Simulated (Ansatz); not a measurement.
**TlCl: pressure against volume**

One table from this session's results is given with a row withheld; the runs are named, their logs left out.

The COD entry's cell or inner coordinates are ideal or old and differ from later refinements, so a difference from it is no clean test against experiment.

Program: Ansatz 0.2.0. Level of theory: DFT PBE, scalar-relativistic. These are calculated values, not measurements.

## The structure to begin with

It takes space group Pm-3m (No. 221, cubic). Conventional cell: a = 3.834 Å, b = 3.834 Å, c = 3.834 Å, α = 90.00°, β = 90.00°, γ = 90.00°. Tl (site symmetry m-3m) is surrounded by 8 Cl at 3.32 Å. Cl (site symmetry m-3m) is surrounded by 8 Tl at 3.32 Å.

Structure file:

```
CELL_PARAMETERS angstrom
3.83400 0.00000 0.00000
0.00000 3.83400 0.00000
0.00000 0.00000 3.83400
ATOMIC_POSITIONS crystal
Tl 0.00000 0.00000 0.00000
Cl 0.50000 0.50000 0.50000
```

Structure: COD 9008794, as refined from experiment and not relaxed.

Atoms are numbered in the order of the input: Tl1, Cl2.

The first run:

input.yaml

```yaml
crystal:
  lattice:
    - [3.7690043929, 0.0, 0.0]
    - [0.0, 3.7690043929, 0.0]
    - [0.0, 0.0, 3.7690043929]
  atoms:
    - { symbol: Tl, position: [0.0, 0.0, 0.0] }
    - { symbol: Cl, position: [0.5, 0.5, 0.5] }
kpoints:
  mp_grid: { grid: [8, 8, 8] }
scf:
  occupations: { method: fermi_dirac, width: 0.02 }
hamiltonian:
  xc: pbe
  pseudopotentials: { kind: all_electron, lapw: { basis_error: 0.001 } }
output:
  forces: true
  stress: true
  eigenvalues: true
```

Steps of the session up to this table: Volume × 0.95, LAPW; Volume × 0.95, PAW; Volume × 0.95, crystal datasets; Volume × 0.975, LAPW; Volume × 0.975, PAW; Volume × 1.025, LAPW; Volume × 1.025, PAW; Volume × 1.05, LAPW; Volume × 1.05, PAW; Volume × 1.05, crystal datasets.

One table of the session follows, with a row left open; its other results are not shown here.

| method | volume (Å³/atom) | pressure (GPa) | gap on the k mesh (eV) |
| --- | --- | --- | --- |
| LAPW | 26.770 | 2.94 | 1.94 |
| LAPW | 27.475 | 2.06 | 2.01 |
| LAPW | 28.179 | 1.29 | 2.08 |
| LAPW | 28.884 | ? | ? |
| LAPW | 29.588 | 0.05 | 2.19 |
| PAW | 26.770 | 2.94 | 1.94 |
| PAW | 27.475 | 2.05 | 2.01 |
| PAW | 28.179 | 1.29 | 2.08 |
| PAW | 28.884 | 0.62 | 2.14 |
| PAW | 29.588 | 0.05 | 2.19 |
| crystal datasets | 26.770 | 2.94 | 1.94 |
| crystal datasets | 28.179 | 1.29 | 2.08 |
| crystal datasets | 29.588 | 0.05 | 2.19 |

Estimate the missing values for LAPW, 28.884.

The run gave: pressure (GPa): 0.63; gap on the k mesh (eV): 2.14. In the column «pressure (GPa)» it lies between PAW, 28.884 (0.62) and LAPW, 28.179 (1.29).

To keep in mind: Warnings in the runs' records: gradients without spin orbit, crystal datasets made.
